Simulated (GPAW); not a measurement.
InPd: band structure with PBE

The system is InPd.

```
In Pd
1.0
     3.27188    0.00000    0.00000
     0.00000    3.27188    0.00000
     0.00000    0.00000    3.27188
In Pd
1 1
Direct
  0.00000 0.00000 0.00000
  0.50000 0.50000 0.50000
```

The cell comes from a database or a generator and needn't be the stable form of this composition.

```json
{
  "Program": "GPAW 26.7.0",
  "Task": "band structure",
  "Functional": "PBE",
  "Potentials or basis": "GPAW PAW data sets (gpaw-data 1.2.1)",
  "Cutoff": "600 eV",
  "Basis": "pw",
  "k mesh": "8 × 8 × 8",
  "Occupations": "fermi-dirac, width 0.05 eV",
  "Spin": "no spin polarisation",
  "Maxiter": "150",
  "Band path": "GXMGRX,MR",
  "Band points": "100"
}
```

* Pressure: 3.3 GPa
* Band gap along the path: none (metal or under the smearing width)

Levels at the corners of the path, in eV from the Fermi level:
```tsv
point	band 12	band 13	band 14	band 15	band 16	band 17
Γ	-2.17	-2.17	-2.17	4.29	4.29	4.29
X	-3.16	-3.16	-2.24	-1.02	9.61	9.61
M	-2.57	-2.25	-2.25	-1.61	1.56	2.60
Γ	-2.17	-2.17	-2.17	4.29	4.29	4.29
R	-1.57	-1.57	0.02	3.90	3.90	3.90
X	-3.16	-3.16	-2.24	-1.02	9.61	9.61
M	-2.57	-2.25	-2.25	-1.61	1.56	2.60
R	-1.57	-1.57	0.02	3.90	3.90	3.90
```

Run time: 81 s on 1 thread of Arm Neoverse N1 (shared host), peak memory 0.28 GiB.

Caveat: spin-orbit coupling is left out, which moves the levels of the heavy elements.
